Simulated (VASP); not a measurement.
# SiC in VASP 6.6.1, single-point calculation

INCAR

```
GGA = PE
PREC = Accurate
NSW = 0
LWAVE = .FALSE.
NBANDS = 11
EDIFF = 1E-7
ISIF = 2
IBRION = -1
ISMEAR = -1
NELECT = 7.9
ENCUT = 520
AMIX = 0.6
LCHARG = .FALSE.
LREAL = .FALSE.
LASPH = .TRUE.
SIGMA = 0.02
NELM = 85
```

KPOINTS

```
KPOINTS created by Atomic Simulation Environment
0
Gamma
10 10 10
0 0 0
```

POSCAR

```
Si C
 1.0000000000000000
     0.0000000000000000    2.1780523449999998    2.2869549621999998
     2.1780523449999998    0.0000000000000000    2.2869549621999998
     2.1780523449999998    2.1780523449999998    0.0000000000000000
 Si  C
   1   1
Cartesian
  0.0000000000000000  0.0000000000000000  0.0000000000000000
  1.0890261724999997  1.0890261724999997  1.1434774810999999
```

The recommended PBE PAW datasets give the neutral cell 8 valence electrons.

Command

```
mpirun -np 1 vasp_std
```

OSZICAR

```
N       E                     dE             d eps       ncg     rms          rms(c)
DAV:   1     0.263725362305E+01    0.26373E+01   -0.32890E+03  2311   0.517E+02
DAV:   2    -0.166694007711E+02   -0.19307E+02   -0.18814E+02  2850   0.108E+02
DAV:   3    -0.172796918971E+02   -0.61029E+00   -0.60875E+00  2748   0.159E+01
DAV:   4    -0.172822289003E+02   -0.25370E-02   -0.25367E-02  2600   0.130E+00
DAV:   5    -0.172822408040E+02   -0.11904E-04   -0.11904E-04  2776   0.835E-02    0.805E+00
DAV:   6    -0.158664105643E+02    0.14158E+01   -0.12362E+01  2484   0.153E+01    0.361E+00
DAV:   7    -0.157608256470E+02    0.10558E+00   -0.69428E-01  2430   0.428E+00    0.142E+00
DAV:   8    -0.157612419982E+02   -0.41635E-03   -0.39793E-02  2583   0.138E+00    0.242E-01
DAV:   9    -0.157601554801E+02    0.10865E-02   -0.46317E-03  2625   0.310E-01    0.944E-02
DAV:  10    -0.157601887744E+02   -0.33294E-04   -0.28316E-04  2656   0.104E-01    0.186E-02
DAV:  11    -0.157601884902E+02    0.28416E-06   -0.16860E-06  2673   0.995E-03    0.840E-03
DAV:  12    -0.157601882767E+02    0.21353E-06   -0.84223E-07  2655   0.466E-03    0.883E-04
DAV:  13    -0.157601882931E+02   -0.16381E-07   -0.31192E-08  1560   0.123E-03
   1 F= -.15760188E+02 E0= -.15760054E+02  d E =-.268629E-03
```

From OUTCAR

```
k-points           NKPTS =    102   k-points in BZ     NKDIM =    102   number of bands    NBANDS=     11

   NELECT =       7.9000    total number of electrons

   dimension x,y,z NGX =    24 NGY =   24 NGZ =   24
   dimension x,y,z NGXF=    48 NGYF=   48 NGZF=   48

  energy-cutoff  :      520.00
  volume of cell :       21.70
      direct lattice vectors                 reciprocal lattice vectors
     0.000000000  2.178052345  2.286954962    -0.229562894  0.229562894  0.218631328
     2.178052345  0.000000000  2.286954962     0.229562894 -0.229562894  0.218631328
     2.178052345  2.178052345  0.000000000     0.229562894  0.229562894 -0.218631328

 k-points in reciprocal lattice and weights: KPOINTS created by Atomic Simulation Env
   0.00000000  0.00000000  0.00000000       0.001
   0.10000000  0.00000000  0.00000000       0.008
   0.20000000  0.00000000  0.00000000       0.008
   0.30000000  0.00000000  0.00000000       0.008
   0.40000000  0.00000000  0.00000000       0.008
   0.50000000  0.00000000  0.00000000       0.004
   0.10000000  0.10000000  0.00000000       0.002
   0.20000000  0.10000000  0.00000000       0.008
   ...

 E-fermi :   7.2134

 k-point     1 :       0.0000    0.0000    0.0000
  band No.  band energies     occupation
      1      -7.4504      2.00000
      2       7.3042      0.02109
      3       7.6466      0.00000
      4       7.6466      0.00000
      5      13.2289      0.00000
      6      14.5783      0.00000
      7      14.5783      0.00000
      8      14.6932      0.00000
      9      21.0621      0.00000
     10      22.5834      0.00000
     11      23.4188      0.00000

 k-point     2 :       0.1000    0.0000    0.0000
  band No.  band energies     occupation
      1      -7.2629      2.00000
      2       6.5178      2.00000
      3       7.2914      0.03971
      4       7.5372      0.00000
      5      13.5614      0.00000
      6      14.6628      0.00000
      7      14.8280      0.00000
      8      15.0081      0.00000
      9      20.3055      0.00000
     10      21.5472      0.00000
     11      23.5381      0.00000

 k-point     3 :       0.2000    0.0000    0.0000
  band No.  band energies     occupation
      1      -6.7092      2.00000
      2       4.4839      2.00000
      3       6.9201      2.00000
      4       7.2861      0.05145
      5      13.3131      0.00000
      6      15.0961      0.00000
      7      15.2959      0.00000
      8      15.9661      0.00000
      9      19.9637      0.00000
     10      20.6423      0.00000
     11      22.8277      0.00000

 k-point     4 :       0.3000    0.0000    0.0000
  band No.  band energies     occupation
      1      -5.8269      2.00000
      2       2.2598      2.00000
      3       6.5540      2.00000
      4       7.0288      1.99980
      5      12.8510      0.00000
      6      14.9694      0.00000
      7      15.3927      0.00000
      8      16.9785      0.00000
      9      20.9572      0.00000
     10      21.0618      0.00000
     11      22.5264      0.00000

 k-point     5 :       0.4000    0.0000    0.0000
  band No.  band energies     occupation
      1      -4.7477      2.00000
      2       0.3005      2.00000
      3       6.2992      2.00000
      4       6.8524      2.00000
      5      12.5229      0.00000
      6      14.6712      0.00000
      7      15.1511      0.00000
      8      17.3763      0.00000
      9      22.4735      0.00000
     10      22.6687      0.00000
     11      23.4556      0.00000

 ...

  Total       -1.4901179     -1.4901179     -3.0016635      0.0000000      0.0000000      0.0000000
  in kB     -110.0289519   -110.0289519   -221.6401059      0.0000000      0.0000000      0.0000000
  external PRESSURE =    -147.2326699 kB  Pullay stress =       0.0000000 kB

 POSITION                                       TOTAL-FORCE (eV/Angst)
 -----------------------------------------------------------------------------------
      0.00000      0.00000      0.00000        -0.000000     -0.000000      0.000000
      1.08903      1.08903      1.14348         0.000000      0.000000     -0.000000
 -----------------------------------------------------------------------------------
    total drift:                               -0.000000     -0.000000      0.000000

  FREE ENERGIE OF THE ION-ELECTRON SYSTEM (eV)
  ---------------------------------------------------
  free  energy   TOTEN  =       -15.7601882931 eV

  energy  without entropy=      -15.7599196640  energy(sigma->0) =      -15.76005398
```

It converged. Results: pressure -14.7 GPa.

The cell is charged and sits in a uniform background.

For comparison, a separate PBE run of the intended cell, on usual settings and not on those above, gives a gap of 1.15 eV on its mesh and a pressure of -6.7 GPa.

The run above took about 13 s on one core of a shared host (Intel Xeon Platinum 8488C) and held 0.15 GiB at most.
